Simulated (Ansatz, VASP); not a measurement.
# CuTe: VASP beside Ansatz

Aim: how closely do two programs agree when they are given the same cell, functional and k mesh?

Main program and level: Ansatz 0.2.0; plane waves, with VASP 6.6.1 beside it; single point at PBEsol.

**1. The starting structure**

The structure is orthorhombic, space group Pmmn (No. 59). Conventional cell: a = 3.155 Å, b = 4.092 Å, c = 6.956 Å, α = 90.00°, β = 90.00°, γ = 90.00°. Te has 4 Cu at 2.60 to 2.76 Å and 2 Te at 3.15 Å nearest. Cu has 4 Te at 2.60 to 2.76 Å and 4 Cu at 2.67 Å nearest. Farther neighbours and most contacts between anions are not listed.

As a file:

```xyz
4
Lattice="3.1550 0.0000 0.0000 0.0000 4.0920 0.0000 0.0000 0.0000 6.9560" Properties=species:S:1:pos:R:3 pbc="T T T"
Te    1.5775    2.0460    5.4166
Te    0.0000    0.0000    1.5394
Cu    1.5775    0.0000    3.8070
Cu    0.0000    2.0460    3.1490
```

**2. VASP: single point, PBEsol**

A single point gives forces, pressure and levels at one fixed geometry, so differences don't come from the geometry; what else differs is listed under the comparison.

Lines of VASP's logs that name or quote its potential files are left out, and so is its time.

INCAR reads:

```
SYSTEM = CuTe
PREC = Accurate
ENCUT = 400
EDIFF = 1E-05
NELM = 100
ISMEAR = 0
SIGMA = 0.05
LREAL = .FALSE.
ALGO = Normal
GGA = PS
NBANDS = 23
LASPH = .TRUE.
LORBIT = 11
LWAVE = .FALSE.
LCHARG = .FALSE.
KPAR = 4
```

POSCAR reads:

```
CuTe
1.0
    3.1550000000      0.0000000000      0.0000000000
    0.0000000000      4.0920000000      0.0000000000
    0.0000000000      0.0000000000      6.9560000000
Te Cu
2 2
Direct
    0.5000000000      0.5000000000      0.7787000000
    0.0000000000      0.0000000000      0.2213000000
    0.5000000000      0.0000000000      0.5473000000
    0.0000000000      0.5000000000      0.4527000000
```

KPOINTS reads:

```
Automatic mesh
0
Gamma
8 6 4
0 0 0
```

Potentials, in the order of the species: Te and Cu (PBE family, release 64).

On the command line:

```
$ mpirun -np 4 vasp_std
```

Numbers of over 12 decimals in the logs are rounded to 6 here.

What it wrote:

```text
[banner, memory and clock lines left out]
running    4 mpi-ranks, on    1 nodes
 distrk:  each k-point on    1 cores,    4 groups
 distr:  one band on    1 cores,    1 groups

 POSCAR found type information on POSCAR TeCu
 POSCAR found :  2 types and       4 ions
|                                                                             |
|               ----> ADVICE to this user running VASP <----                  |
|                                                                             |
|     You enforced a specific xc type in the INCAR file but a different       |
|     [... a line on the potential file left out ...]
|     I HOPE YOU KNOW WHAT YOU ARE DOING!                                     |
|                                                                             |

 LDA part: xc-table for (Slater+PW92), standard interpolation
 POSCAR, INCAR and KPOINTS ok, starting setup
 FFT: planning ... GRIDC
 FFT: planning ... GRID_SOFT
 FFT: planning ... GRID
 WAVECAR not read
 entering main loop
       N       E                     dE             d eps       ncg     rms          rms(c)
DAV:   1     0.211976640459E+03    0.21198E+03   -0.12170E+04  2760   0.138E+03
DAV:   2    -0.263216736062E+01   -0.21461E+03   -0.20515E+03  2767   0.296E+02
DAV:   3    -0.172008208273E+02   -0.14569E+02   -0.14052E+02  3601   0.100E+02
DAV:   4    -0.177603714708E+02   -0.55955E+00   -0.55855E+00  3619   0.177E+01
DAV:   5    -0.177840557774E+02   -0.23684E-01   -0.23683E-01  4278   0.359E+00    0.160E+01
DAV:   6    -0.184896975829E+02   -0.70564E+00   -0.33589E+01  3338   0.154E+02    0.121E+01
DAV:   7    -0.159205181943E+02    0.25692E+01   -0.88636E+00  3572   0.865E+01    0.379E+00
DAV:   8    -0.159594281122E+02   -0.38910E-01   -0.14261E+00  4420   0.242E+01    0.231E+00
DAV:   9    -0.159138677325E+02    0.45560E-01   -0.35293E-01  4017   0.147E+01    0.168E+00
DAV:  10    -0.159225824333E+02   -0.87147E-02   -0.41318E-02  3435   0.621E+00    0.120E+00
DAV:  11    -0.159137194418E+02    0.88630E-02   -0.17230E-02  3592   0.445E+00    0.151E-01
DAV:  12    -0.159139088835E+02   -0.18944E-03   -0.54509E-03  4406   0.781E-01    0.962E-02
DAV:  13    -0.159139424730E+02   -0.33590E-04   -0.26299E-04  4201   0.184E-01    0.165E-01
DAV:  14    -0.159139025986E+02    0.39874E-04   -0.42845E-05  3036   0.448E-02    0.145E-01
DAV:  15    -0.159138910305E+02    0.11568E-04   -0.13838E-05  2130   0.257E-02    0.118E-01
DAV:  16    -0.159138884913E+02    0.25392E-05   -0.62075E-06  1730   0.197E-02
   1 F= -.15913888E+02 E0= -.15912709E+02  d E =-.235870E-02
```

From OUTCAR (step 2):

```text
ion  position               nearest neighbor table
   1  0.500  0.500  0.779-   3 2.60   3 2.60   4 2.76   4 2.76
   2  0.000  0.000  0.221-   4 2.60   4 2.60   3 2.76   3 2.76
   3  0.500  0.000  0.547-   1 2.60   1 2.60   4 2.67   4 2.67   4 2.67   4 2.67   2 2.76   2 2.76

  LATTYP: Found a simple orthorhombic cell.
 ALAT       =     3.1550000000
 B/A-ratio  =     1.2969889065
 C/A-ratio  =     2.2047543582

 Subroutine GETGRP returns: Found  8 space group operations
 (whereof  4 operations were pure point group operations)

The static configuration has the point symmetry C_2v.
 The point group associated with its full space group is D_2h.

 Found     60 irreducible k-points:

   k-points           NKPTS =     60   k-points in BZ     NKDIM =     60   number of bands    NBANDS=     23

   dimension x,y,z NGX =    24 NGY =   28 NGZ =   48
   dimension x,y,z NGXF=    48 NGYF=   56 NGZF=   96

   ENCUT  =  400.0 eV  29.40 Ry    5.42 a.u.   5.15  6.67 11.34*2*pi/ulx,y,z

   NELECT =      34.0000    total number of electrons

 k-points in reciprocal lattice and weights: Automatic mesh
   0.00000000  0.00000000  0.00000000       0.005
   0.12500000  0.00000000  0.00000000       0.010
   0.25000000  0.00000000  0.00000000       0.010
   0.37500000  0.00000000  0.00000000       0.010
   0.50000000  0.00000000  0.00000000       0.005
   0.00000000  0.16666667  0.00000000       0.010
   0.12500000  0.16666667  0.00000000       0.021
   0.25000000  0.16666667  0.00000000       0.021
   0.37500000  0.16666667  0.00000000       0.021
[...]
0.37500000  0.50000000  0.50000000       0.010
   0.50000000  0.50000000  0.50000000       0.005

 average (electrostatic) potential at core
       1 -88.1371       2 -88.1371       3 -64.5825       4 -64.5825

 E-fermi :   6.3354

 k-point     1 :       0.0000    0.0000    0.0000
  band No.  band energies     occupation
    ...
     11       3.8897      2.00000
     12       4.0752      2.00000
     13       4.1340      2.00000
     14       4.5626      2.00000
     15       5.4390      2.00000
     16       6.6396      0.00000
     17       7.8958      0.00000
     18       8.2055      0.00000
     19       8.8335      0.00000
     20       9.6005      0.00000
    ...

 k-point     2 :       0.1250    0.0000    0.0000
  band No.  band energies     occupation
    ...
     11       3.8556      2.00000
     12       3.8819      2.00000
     13       4.1290      2.00000
     14       4.8617      2.00000
     15       5.6381      2.00000
     16       6.6003      0.00000
     17       6.7333      0.00000
     18       7.6731      0.00000
     19       8.2602      0.00000
     20       8.9864      0.00000
    ...

 k-point     3 :       0.2500    0.0000    0.0000
  band No.  band energies     occupation
    ...
     13       4.2205      2.00000
     14       4.6015      2.00000
     15       5.4271      2.00000
     16       5.5059      2.00000
     17       6.1241      2.00000
     18       6.9669      0.00000
     19       8.6882      0.00000
     20       9.3872      0.00000
     21      10.5470      0.00000
     22      11.2217      0.00000
    ...

  Total       -1.7792054     -1.8648089     -1.3168630      0.0000000      0.0000000      0.0000000
  in kB      -31.7425722    -33.2698128    -23.4939813      0.0000000      0.0000000      0.0000000
  external PRESSURE =     -29.5021221 kB  Pullay stress =       0.0000000 kB

  energy-cutoff  :      400.00
  volume of cell :       89.80
      direct lattice vectors                 reciprocal lattice vectors
     3.155000000  0.000000000  0.000000000     0.316957211  0.000000000  0.000000000
     0.000000000  4.092000000  0.000000000     0.000000000  0.244379277  0.000000000
     0.000000000  0.000000000  6.956000000     0.000000000  0.000000000  0.143760782

 POSITION                                       TOTAL-FORCE (eV/Angst)
 -----------------------------------------------------------------------------------
      1.57750      2.04600      5.41664         0.000000      0.000000     -0.251285
      0.00000      0.00000      1.53936         0.000000      0.000000      0.251285
      1.57750      0.00000      3.80702         0.000000      0.000000     -0.117904
      0.00000      2.04600      3.14898         0.000000      0.000000      0.117904
 -----------------------------------------------------------------------------------
    total drift:                                0.000000      0.000000     -0.000000

  FREE ENERGIE OF THE ION-ELECTRON SYSTEM (eV)
  ---------------------------------------------------
  free  energy   TOTEN  =       -15.9138884913 eV

  energy  without entropy=      -15.9115297911  energy(sigma->0) =      -15.91270914

 total charge
# of ion       s       p       d       tot
------------------------------------------
    1        1.401   1.872   0.055   3.328
    2        1.401   1.872   0.055   3.328
    3        0.390   0.347   9.216   9.952
    4        0.390   0.347   9.216   9.952
--------------------------------------------------
tot          3.581   4.437  18.542  26.561

[... 3 further parts left out ...]
```

This run has no spin polarisation, so a moment on Cu, if there is one, isn't seen.

**3. Ansatz: single point, PBEsol**

Ansatz runs on its default PAW (the set named soft_2) files.

The same cell, functional, mesh and smearing now go to Ansatz, which takes its cutoff from its data sets.

input.yaml reads:

```yaml
crystal:
  lattice:
    - [3.155, 0.0, 0.0]
    - [0.0, 4.092, 0.0]
    - [0.0, 0.0, 6.956]
  atoms:
    - { symbol: Te, position: [0.5, 0.5, 0.7787] }
    - { symbol: Te, position: [0.0, 0.0, 0.2213] }
    - { symbol: Cu, position: [0.5, 0.0, 0.5473] }
    - { symbol: Cu, position: [0.0, 0.5, 0.4527] }
hamiltonian:
  xc: pbesol
  pseudopotentials: { kind: paw }
kpoints:
  mp_grid: { grid: [8, 6, 4] }
scf:
  occupations: { method: gaussian, width: 0.05 }
  n_extra_bands: 5
output:
  forces: true
  stress: true
  eigenvalues: true
  write_density: true
  write_potential: true
  elf: true
  volumetric_format: npy
```

On the command line:

```
$ ansatz run input.yaml --threads 2 --pin off --max-ram 4608MiB --backend cpu --events-out ev --progress --plain --runs-dir out
```

What it wrote:

```text
scf.n_extra_bands = 5 over 35 filled bands (N_el = 70.0): the run solves 40 bands
Engine: ansatz 0.2.0, aarch64-unknown-linux-gnu
Pseudopotentials: kind: paw
Pseudopotential: Te, paw, valence charge 16, recommended cutoff 420 eV (normal), Te.paw.azcp
Pseudopotential: Cu, paw, valence charge 19, recommended cutoff 420 eV (normal), Cu.paw.azcp
Functional definition: PBEsol
  exchange = pbesol_x
  correlation = pbesol_c
Crystal: 4 atoms, lattice volume = 89.804 Å³
Basis set: ecut = 420 eV, 1773 PW (Γ), exchange–correlation on 48×60×96 points (8 copies of the dense FFT grid, shifted against one another)
Bands: 40, of which v1, the nominal top of the filled ones, is band 35 counted from 1 (34 counted from 0)
Symmetry: 8 space group operations
Space group: Pmmn (ITA 59), of the structure as read, at distance tolerance 4.5e-5 Å
k-points: 60 of 192
Non-local potential: Te, projectors of the file, l = 0: 2, l = 1: 2, l = 2: 2, l = 3: 2
Non-local potential: Cu, projectors of the file, l = 0: 3, l = 1: 2, l = 2: 3, l = 3: 1
PAW form: soft (Blöchl's): semilocal exchange-correlation on the pseudo side does not see the compensation charge
PAW frozen core: Te, regenerated for the run's functional, and the local potential with it (the file was generated under x = pbe(κ = 0.804, μ = 0.219515), c = pbe(β = 0.066725))
PAW frozen core: Cu, regenerated for the run's functional, and the local potential with it (the file was generated under x = pbe(κ = 0.804, μ = 0.219515), c = pbe(β = 0.066725))
PAW one-centre angular grid: Te, 590 points (default); XC on 64 Gauss nodes
PAW one-centre angular grid: Cu, 590 points (default); XC on 64 Gauss nodes
Initial density: superposition of atomic densities (neutral atoms: chi_scale 0, normalization atom), corrected by the library's trained network
Initial wavefunctions: pseudopotential atomic-orbital guess
Functional: x = pbesol(κ = 0.804, μ = 0.123457), c = pbesol(β = 0.046)
SCF iter   1: F=—  HF=-26980.791518 eV  |F-HF|=—  |Δ(HF+E_count)|=         —  Δρ=1.16e-2  dr2=7.84e-2  ethr=1.77e-3  ⟨swp⟩=6.7  Hψ=9427  notcnv=0
preconditioner: auto → LDOS  [metal: Δε(μ)=0.045 eV  Ē_g=7.375 eV  σ=0.050 eV  W_gap=0.46  n_scr=24 (ndim 8)  ℏωp=22.8 eV  f_vac=0.072  D(μ)=1.96/eV (n_scr^D=10)  β→1.0]
SCF iter   2: F=—  HF=-26980.814756 eV  |F-HF|=—  |Δ(HF+E_count)|=   2.32e-2  Δρ=1.49e-2  dr2=1.15e-1  ethr=1.12e-4  ⟨swp⟩=2.0  Hψ=5228  notcnv=0  defer=55
SCF iter   3: F=—  HF=-26980.781946 eV  |F-HF|=—  |Δ(HF+E_count)|=   3.28e-2  Δρ=6.25e-3  dr2=2.07e-2  ethr=1.12e-4  ⟨swp⟩=2.3  Hψ=4716  notcnv=0  defer=55
SCF iter   4: F=—  HF=-26980.777185 eV  |F-HF|=—  |Δ(HF+E_count)|=   4.76e-3  Δρ=2.02e-3  dr2=2.25e-3  ethr=2.96e-5  ⟨swp⟩=2.0  Hψ=3774  notcnv=0  defer=55
SCF iter   5: F=—  HF=-26980.776712 eV  |F-HF|=—  |Δ(HF+E_count)|=   4.72e-4  Δρ=3.60e-4  dr2=8.08e-5  ethr=3.21e-6  ⟨swp⟩=2.0  Hψ=3085  notcnv=0  defer=55
SCF iter   6: F=—  HF=-26980.776712 eV  |F-HF|=—  |Δ(HF+E_count)|=   7.98e-7  Δρ=6.87e-5  dr2=4.08e-6  ethr=1.15e-7  ⟨swp⟩=2.0  Hψ=3207  notcnv=0  defer=55
SCF iter   7: F=—  HF=-26980.776711 eV  |F-HF|=—  |Δ(HF+E_count)|=   2.31e-7  Δρ=9.06e-6  dr2=1.23e-7  ethr=5.83e-9  ⟨swp⟩=2.0  Hψ=3186  notcnv=0  defer=55
SCF iter   8: F=-26980.776711 eV  HF=-26980.776711 eV  |F-HF|=6.80e-9  |Δ(HF+E_count)|=   8.78e-9  Δρ=4.63e-6  dr2=1.48e-8  ethr=1.43e-10  ⟨swp⟩=10.7  Hψ=15982  notcnv=0
SCF 1 converged in 8 iterations: F = -26980.776711 eV  dr2 = 1.48e-8
  greatest PAW one-centre occupation: 1.000 electrons in one spin orbital (limit 2), on the Cu atom at site 3 (counted from 0), in its partial waves of l = 0
SCF converged after 8 iterations
Free energy (F): -26980.776711 eV
Harris-Foulkes:  -26980.776711 eV  (|F-HF|=6.80e-9)
Internal energy: -26980.774315 eV  (E = F + TS)
E sigma→0 (E₀):  -26980.775513 eV
Entropy (-TS):   -0.002396 eV (-0.599 meV/atom)
Fermi energy:    10.877999 eV
--- Per-component energies (eV) ---
  E_band       = -1396.074969
  E_kinetic    = 961.862729
  E_local      = -15236.621623  (includes V_loc(G=0)·N_el)
  E_nonlocal   = 178.261384
  E_hartree    = 7407.315798
  E_xc         = -423.330323
  E_vxc        = -437.179778  (∫ρ·V_xc dr)
  E_paw        = -12431.715967  (= ΣΔE_a)
  E_vpaw       = -1677.042090  (= ΣTr[D̂ρ^β])
  E_aug_tail   = 0.000170  (compensation charges beyond the density's cutoff)
  E_ewald      = -7437.708518
  E_core_change = 1.162035  (= ΣΔE_core)
  E_smearing   = -0.002396  (= −TS)
  E_closure    = 0.000000  (closes the sum)
  Σ components = -26980.776711   (vs F -26980.776711, Δ=0.00e0)
--- Forces (eV/Å), atoms counted from 1 ---
  atom   1  Te    -0.00000000     0.00000000    -0.28947821
  atom   2  Te     0.00000000     0.00000000     0.28947821
  atom   3  Cu     0.00000000     0.00000000    -0.12132327
  atom   4  Cu    -0.00000000     0.00000000     0.12132327
  max |Σ_I F_I| component: 5.55e-17 eV/Å
--- Stress (GPa, compression-positive) ---
       -2.909577       0.000000      -0.000000
        0.000000      -3.215640      -0.000000
       -0.000000      -0.000000      -2.202287
  P = ⅓ Tr σ = -2.7758 GPa (-27.758 kbar)
--- Band table (eV; the first three rows and the last of 60) ---
  k-point 0: bands = [... 31 lower, 9.1299, 9.9605, 11.1854, 12.4274, 12.7276, 13.3798, 14.1246, 14.6063, ... 1 higher]
  k-point 1: bands = [... 31 lower, 9.1299, 9.3594, 10.8283, 12.8628, 13.0811, 13.6607, 13.9198, 15.1986, ... 1 higher]
  k-point 2: bands = [... 31 lower, 8.9113, 9.1299, 10.4843, 13.0739, 13.3982, 13.6430, 13.9707, 15.3224, ... 1 higher]
  k-point 59: bands = [... 31 lower, 8.8070, 9.0022, 9.0022, 9.5025, 9.5025, 14.4179, 14.4179, 14.6189, ... 1 higher]
```

Wall time 20 s (2 threads of Arm Neoverse N1, shared host); peak memory 0.46 GiB.

In the SCF lines HF is the Harris–Foulkes energy and dr2 the Hartree energy of the density residual, in eV; the loop may stop once dr2 is under the threshold and the program's other checks hold. Hψ counts applications of the Hamiltonian.

The run ends at a pressure of -2.78 GPa, with forces up to 0.29 eV/Å.

**4. Side by side**

Known differences besides the potentials themselves: the data sets hold 70 valence electrons in Ansatz (default PAW (the set named soft_2) files) and 34 in VASP; the cutoff is 420 eV in Ansatz and 400 eV in VASP; Ansatz makes its cores anew for this functional, VASP keeps those of its PBE data sets. Total energies have different zeros and are not compared.

The two programs side by side:

| quantity | Ansatz | VASP | difference |
| --- | --- | --- | --- |
| pressure (GPa) | -2.78 | -2.95 | +0.17 |
| pressure without Ansatz's Pulay correction (GPa) | -2.83 | -2.95 | +0.12 |

Forces (eV/Å; atoms numbered as in POSCAR):

| atom | Ansatz x, y, z | VASP x, y, z |
| --- | --- | --- |
| Te1 | 0.000, 0.000, -0.289 | 0.000, 0.000, -0.251 |
| Te2 | 0.000, 0.000, 0.289 | 0.000, 0.000, 0.251 |
| Cu3 | 0.000, 0.000, -0.121 | 0.000, 0.000, -0.118 |
| Cu4 | 0.000, 0.000, 0.121 | 0.000, 0.000, 0.118 |

The forces differ by 16 meV/Å r.m.s., which is 13.8 % of the r.m.s. force of 0.11 eV/Å (both taken over all components). Ansatz's pressure holds a Pulay correction of 0.05 GPa; VASP's holds none.

**5. What the set-up changes**

Further runs change the set-up of one program: Ansatz's method, potentials or start, or VASP's data sets, cutoff or form of LDA. The table gives Ansatz less VASP for each quantity, since a change that brings one quantity closer may part another.

| run | r.m.s. force difference (meV/Å) | pressure (GPa) | pressure without Ansatz's Pulay correction (GPa) |
| --- | --- | --- | --- |
| as above | 16 | 0.17 | 0.12 |
| cores kept as stored | 15 | 0.19 | 0.14 |
| Ansatz's larger PAW set (cutoff 1050 eV) | 15 | 0.18 |  |
| norm-conserving potentials (cutoff 1252 eV) | 18 | 0.083 |  |

**6. Summary of results**

- r.m.s. force difference (single point, PBEsol): 16 meV/Å

**Reading.** The r.m.s. force difference is 16 meV/Å (single point, PBEsol), beyond the 12 meV/Å picked in this series as the mark of a large difference. Single point, PBEsol, norm-conserving potentials (cutoff 1252 eV): the difference in pressure goes from 0.17 to 0.083 GPa. 1 further run of this series is not shown here. How closely two codes agree says nothing of how well the functional describes the real material.

[Lines on the potential files, build, host, timing and source positions are cut from VASP's logs without a mark.]

[Logs are printed without paths, hosts, clocks, repeated set-up lines and the standing remarks that a program may print on its own settings, such as how far it seeks lower states.]

[Hosts, paths, dates, database ids (printed as entryN), source tags and the programs' standing remarks are cut or masked in the printed files.]
